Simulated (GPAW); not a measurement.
# NaI (Fm-3m) in GPAW: equation of state

Aim: energy against volume of NaI in PBEsol, for its equilibrium volume and stiffness.

Program: GPAW 26.7.0. These are calculated values, not measurements. Logs are shortened: lines on timing, memory, paths and dates and some standing lists are left out, and cuts for length are marked. The log counts tension as positive stress, the text compression.

## (1) The crystal as given

Symmetry: Fm-3m, No. 225, cubic system. Conventional cell: a = 6.473 Å, b = 6.473 Å, c = 6.473 Å, α = 90.00°, β = 90.00°, γ = 90.00°. I (site symmetry m-3m) has 6 Na at 3.24 Å as nearest neighbours. Around Na (site symmetry m-3m) lie 6 I at 3.24 Å.

## (2) Equation of state, PBEsol

File run.py:

```python
from ase import Atoms
from ase.eos import EquationOfState
from ase.io import Trajectory
from ase.units import GPa
from gpaw import GPAW, PW, setup_paths

setup_paths.insert(0, '.')

atoms = Atoms(['I', 'Na'],
              cell=[[0.0, 3.2364, 3.2364],
                    [3.2364, 0.0, 3.2364],
                    [3.2364, 3.2364, 0.0]],
              scaled_positions=[[0.5, 0.5, 0.5],
                                [0.0, 0.0, 0.0]],
              pbc=True)

traj = Trajectory('eos.traj', 'w')
volumes, energies = [], []
for x in [0.94, 0.96, 0.98, 1.0, 1.02, 1.04, 1.06]:
    a = atoms.copy()
    a.set_cell(atoms.cell * x**(1 / 3), scale_atoms=True)
    calc = GPAW(mode=PW(800),
                xc='PBEsol',
                kpts={'size': (7, 7, 7), 'gamma': True},
                occupations={'name': 'fermi-dirac', 'width': 0.05},
                nbands=15,
                convergence={'density': 1e-05, 'energy': 1e-05},
                maxiter=150,
                txt=f'eos-{x:.2f}.txt')
    a.calc = calc
    energies.append(a.get_potential_energy(force_consistent=True))
    volumes.append(a.get_volume())
    p = -a.get_stress()[:3].mean() / GPa
    calc.write(f'eos-{x:.2f}.gpw')
    traj.write(a)
    print(f'{x:.2f} {volumes[-1]:10.4f} A^3 {energies[-1]:14.6f} eV {p:9.3f} GPa', flush=True)

v0, e0, B = EquationOfState(volumes, energies, eos='birchmurnaghan').fit()
print(f'V0 = {v0:.4f} A^3, E0 = {e0:.6f} eV, B0 = {B / GPa:.2f} GPa')
```

Potentials or basis: PAW data sets generated in the run's folder for this functional, pw.

Run with:

```sh
gpaw-setup -f PBEsol I Na
OMP_NUM_THREADS=1 python run.py
```

The program printed:

```text
__  _  _
 | _ |_)|_||  |
 |__||  | ||/\| - 26.7.0

Input parameters:
  mode=PW(ecut=800.0),
  convergence={'density': 1e-05, 'energy': 1e-05},
  kpts=MonkhorstPack(size=(7, 7, 7), gamma=True),
  maxiter=150,
  nbands=15,
  occupations=Occupations(name='fermi-dirac', width=0.05),
  xc=XC(name='PBEsol')

Diagonalizing LCAO Hamiltonian
Converting LCAO to pw mode

                 I

       Na

Atoms  # Å, Bohr magnetons
|   | symbol |        x |        y |        z |    initial magnetic moments |
|---|--------|----------|----------|----------|-----------------------------|
| 0 |      I | 3.192660 | 3.192660 | 3.192660 | ( 0.0000,  0.0000,  0.0000) |
| 1 |     Na | 0.000000 | 0.000000 | 0.000000 | ( 0.0000,  0.0000,  0.0000) |

Unit cell  # Å
| periodic |        x |        y |        z |  lengths |    angles |
|----------|----------|----------|----------|----------|-----------|
|      yes | 0.000000 | 3.192660 | 3.192660 | 4.515102 | 60.000000 |
|      yes | 3.192660 | 0.000000 | 3.192660 | 4.515102 | 60.000000 |
|      yes | 3.192660 | 3.192660 | 0.000000 | 4.515102 | 60.000000 |

Number of symmetries: 48
Symmetry operations  # r_c * U_cc + t_c -> r_c
|    | kind |            matrix            |
|----|------|------------------------------|
|  0 |  σ   |  1, 0, 0,  1, 0,-1,  1,-1, 0 |
|  1 |  C2  |  1, 0, 0,  1,-1, 0,  1, 0,-1 |
|  2 |  E   |  1, 0, 0,  0, 1, 0,  0, 0, 1 |
|  3 |  σ   |  1, 0, 0,  0, 0, 1,  0, 1, 0 |
|  4 |  C4  |  1, 0,-1,  1, 0, 0,  1,-1, 0 |
|  5 |  S6  |  1, 0,-1,  1,-1, 0,  1, 0, 0 |
|  6 |  σ   |  1, 0,-1,  0, 1,-1,  0, 0,-1 |
|  7 |  C3  |  1, 0,-1,  0, 0,-1,  0, 1,-1 |
|  8 |  S6  |  1,-1, 0,  1, 0, 0,  1, 0,-1 |
|  9 |  C4  |  1,-1, 0,  1, 0,-1,  1, 0, 0 |
| 10 |  C3  |  1,-1, 0,  0,-1, 1,  0,-1, 0 |
| 11 |  σ   |  1,-1, 0,  0,-1, 0,  0,-1, 1 |
| 12 |  σ   |  0, 1, 0,  1, 0, 0,  0, 0, 1 |
| 13 |  C4  |  0, 1, 0,  0, 1,-1, -1, 1, 0 |
| 14 |  C3  |  0, 1, 0,  0, 0, 1,  1, 0, 0 |
| 15 |  S6  |  0, 1, 0, -1, 1, 0,  0, 1,-1 |
| 16 |  C2  |  0, 1,-1,  1, 0,-1,  0, 0,-1 |
| 17 |  σ   |  0, 1,-1,  0, 1, 0, -1, 1, 0 |
| 18 |  S4  |  0, 1,-1,  0, 0,-1,  1, 0,-1 |
| 19 |  C4  |  0, 1,-1, -1, 1, 0,  0, 1, 0 |
| 20 |  C3  |  0, 0, 1,  1, 0, 0,  0, 1, 0 |
| 21 |  σ   |  0, 0, 1,  0, 1, 0,  1, 0, 0 |
| 22 |  S6  |  0, 0, 1,  0,-1, 1, -1, 0, 1 |
| 23 |  C4  |  0, 0, 1, -1, 0, 1,  0,-1, 1 |
| 24 |  S4  |  0, 0,-1,  1, 0,-1,  0, 1,-1 |
| 25 |  C3  |  0, 0,-1,  0, 1,-1,  1, 0,-1 |
| 26 |  C2  |  0, 0,-1,  0,-1, 0, -1, 0, 0 |
| 27 |  S6  |  0, 0,-1, -1, 0, 0,  0,-1, 0 |
| 28 |  S4  |  0,-1, 1,  1,-1, 0,  0,-1, 0 |
| 29 |  C4  |  0,-1, 1,  0, 0, 1, -1, 0, 1 |
| 30 |  C2  |  0,-1, 1,  0,-1, 0,  1,-1, 0 |
| 31 |  σ   |  0,-1, 1, -1, 0, 1,  0, 0, 1 |
| 32 |  C3  |  0,-1, 0,  1,-1, 0,  0,-1, 1 |
| 33 |  S6  |  0,-1, 0,  0, 0,-1, -1, 0, 0 |
| 34 |  S4  |  0,-1, 0,  0,-1, 1,  1,-1, 0 |
| 35 |  C2  |  0,-1, 0, -1, 0, 0,  0, 0,-1 |
| 36 |  C2  | -1, 1, 0,  0, 1, 0,  0, 1,-1 |
| 37 |  S6  | -1, 1, 0,  0, 1,-1,  0, 1, 0 |
| 38 |  S4  | -1, 1, 0, -1, 0, 1, -1, 0, 0 |
| 39 |  C3  | -1, 1, 0, -1, 0, 0, -1, 0, 1 |
| 40 |  S6  | -1, 0, 1,  0, 0, 1,  0,-1, 1 |
| 41 |  C2  | -1, 0, 1,  0,-1, 1,  0, 0, 1 |
| 42 |  C3  | -1, 0, 1, -1, 1, 0, -1, 0, 0 |
| 43 |  S4  | -1, 0, 1, -1, 0, 0, -1, 1, 0 |
| 44 |  C2  | -1, 0, 0,  0, 0,-1,  0,-1, 0 |
| 45 |  i   | -1, 0, 0,  0,-1, 0,  0, 0,-1 |
| 46 |  σ   | -1, 0, 0, -1, 1, 0, -1, 0, 1 |
| 47 |  C2  | -1, 0, 0, -1, 0, 1, -1, 1, 0 |

BZ-sampling:
  Number of BZ points: 343
  Number of IBZ points: 20

  Monkhorst-Pack size: [7, 7, 7]
  Monkhorst-Pack shift: [0, 0, 0]

K-points  # in reciprocal-cell coordinates
|     |                                coordinates |     weight |
|-----|--------------------------------------------|------------|
|   0 | (  0.00000000,   0.00000000,   0.00000000) | 0.00291545 |
|   1 | (  0.14285714,   0.14285714,   0.00000000) | 0.01749271 |
|   2 | (  0.14285714,   0.14285714,   0.14285714) | 0.02332362 |
|   3 | (  0.28571429,   0.14285714,   0.14285714) | 0.03498542 |
|   4 | (  0.28571429,   0.28571429,   0.00000000) | 0.01749271 |
|   5 | (  0.28571429,   0.28571429,   0.14285714) | 0.06997085 |
|   6 | (  0.28571429,   0.28571429,   0.28571429) | 0.02332362 |
|   7 | (  0.42857143,  -0.28571429,  -0.28571429) | 0.03498542 |
|   8 | (  0.42857143,   0.28571429,  -0.42857143) | 0.13994169 |
|   9 | (  0.42857143,   0.28571429,  -0.28571429) | 0.06997085 |
| ... |                                            |            |
|  19 | (  0.42857143,   0.42857143,   0.42857143) | 0.02332362 |

Plane wave coefficients: 3383
Cutoff: 800.0 eV

Spin-components: 1 (collinear spins)
Bands:           15
Projectors:      10
Spin-degeneracy: 2
Datatype:        complex128

Parallelization:
  kpt:    1
  domain: 1
  band:   1

Density:
  Valence electrons: 14.0
  Components: 1
  Grid points: [30 30 30]
  Charge: 0.0  # |e|

Potential:
  Grid points: [30 30 30]

species:
  I:
    name:    Iodine
    Z:       53.0
    valence: 7
    core:    46
    charge:  0.0  # [|e|]
    compensation charges:
      type: gauss
      rc: 0.37  # [Å]
      lmax: 2
    cutoffs:
      filter: 2.06  # [Å]
      core: 2.90  # [Å]
    projectors
    | kind |    occ | energy [eV] | rcut [Å] |
    |------|--------|-------------|----------|
    |   5s |  2.000 |     -17.423 |    1.164 |
    |   5p |  5.000 |      -7.100 |    1.164 |
    |    s |        |       9.788 |    1.164 |
    |    p |        |      20.112 |    1.164 |
    |    d |        |       0.000 |    1.164 |

    Using partial waves for I as LCAO basis

  Na:
    name:    Sodium
    Z:       11.0
    valence: 7
    core:    4
    charge:  0.0  # [|e|]
    compensation charges:
      type: gauss
      rc: 0.37  # [Å]
      lmax: 2
    cutoffs:
      filter: 2.17  # [Å]
      core: 2.59  # [Å]
    projectors
    | kind |    occ | energy [eV] | rcut [Å] |
    |------|--------|-------------|----------|
    |   3s |  1.000 |      -2.705 |    1.201 |
    |   2p |  6.000 |     -28.654 |    1.217 |
    |   3p |  0.000 |      -0.730 |    1.217 |
    |    s |        |      24.506 |    1.201 |
    |    d |        |       0.000 |    1.238 |

    Using partial waves for Na as LCAO basis

Reference energy: -197867.982804  # eV

eigensolver:
  PPCG
  Converge bands: occupied
  niter=2

density mixing:
  MSR1-Mixer
  Pratt-step length: 0.05
  Maximum mixing coefficient: 0.75
  Old densities: 10
  SVD Regularization: 0.005
  Good broyden scale: 1.0
  Trust region scale: 1.0
  Backstep threshold: 4.0
  History deletion threshold: 6.0
  Fourier metric: weight=20.0, sigma=0.015

occupation numbers:
  Fermi-Dirac:
    width: 0.0500  # eV

poisson solver:
  ecut: 6400.0  # eV

xc functional:
  name: PBEsol with 2 nearest neighbor stencil

convergence criteria:
[... 6 lines left out ...]
|iter     | |      energy | eigst |  dens |
|---------|-|-------------|-------|-------|
|iter:   1| |   -5.676813 | -0.90 |       |
|iter:   2| |   -5.675411 | -3.20 | -1.49 |
|iter:   3| |   -5.669059 | -3.05 | -1.51 |
|iter:   4| |   -5.670248 | -4.25 | -2.09 |
|iter:   5| |   -5.670339 | -5.34 | -2.82 |
|iter:   6| |   -5.670345c| -6.25 | -3.39 |
|iter:   7| |   -5.670345c| -7.89c| -4.41 |
|iter:   8| |   -5.670345c| -8.21c| -5.05c|

Converged in 8 steps
Energy contributions relative to reference atoms: (reference = -197867.982804)

Energy contributions:
  Kinetic:           9.127356
  Coulomb:          -9.004664
  Zero:             -0.046693
  External:          0.000000
  Xc:               -5.746345
  Entropy:          -0.000000
  Spinorbit:         0.000000
  ----------------------------
  Free energy:      -5.670345
  Extrapolated:     -5.670345

dipole moment: (-5.967869, -5.967869, -5.967869)  # |e|*Ang

Fermi level: 2.589
Eigenvalues  # (at kpt = [0.000, 0.000, 0.000])
| band index |      eig [eV] | occ [0-2] |
|------------|---------------|-----------|
|          0 |       -21.336 |     2.000 |
|          1 |       -21.336 |     2.000 |
|          2 |       -21.336 |     2.000 |
|          3 |       -10.246 |     2.000 |
|          4 |         0.900 |     2.000 |
|          5 |         0.900 |     2.000 |
|          6 |         0.900 |     2.000 |
|          7 |         4.530 |     0.000 |
|          8 |         8.780 |     0.000 |
|          9 |         8.780 |     0.000 |
|         10 |         8.780 |     0.000 |
|         11 |        10.749 |     0.000 |
|         12 |        10.749 |     0.000 |
|         13 |        11.312 |     0.000 |
|         14 |        12.703 |     0.000 |

Gap: 3.630 eV
Transition (v -> c):
  (s=0, k=0, n=6, [0.00, 0.00, 0.00]) -> (s=0, k=0, n=7, [0.00, 0.00, 0.00])
No difference between direct/indirect transitions

Stress tensor  # eV/Ang^3
|         x |         y |         z |
|-----------|-----------|-----------|
| -0.001056 |  0.000000 |  0.000000 |
|  0.000000 | -0.001056 | -0.000000 |
|  0.000000 | -0.000000 | -0.001056 |

# Writing to eos-0.96.gpw (mode='')
```

Wall time 2.3 min (1 thread of Intel Xeon Platinum 8259CL at 2.50GHz (Skylake/Cascade Lake), shared host); peak memory 0.29 GiB.

Results:

* Equilibrium volume: 32.86 Å³/atom
* Bulk modulus: 17.1 GPa
* Pressure derivative of the bulk modulus: 4.9

Energy against volume, from the lowest point:
```
volume (Å³/atom)  energy (meV/atom)
          31.865               1.54
          32.543               0.00
          33.221               0.04
          33.899               1.47
          34.577               4.15
          35.255               7.93
          35.933              12.68
```
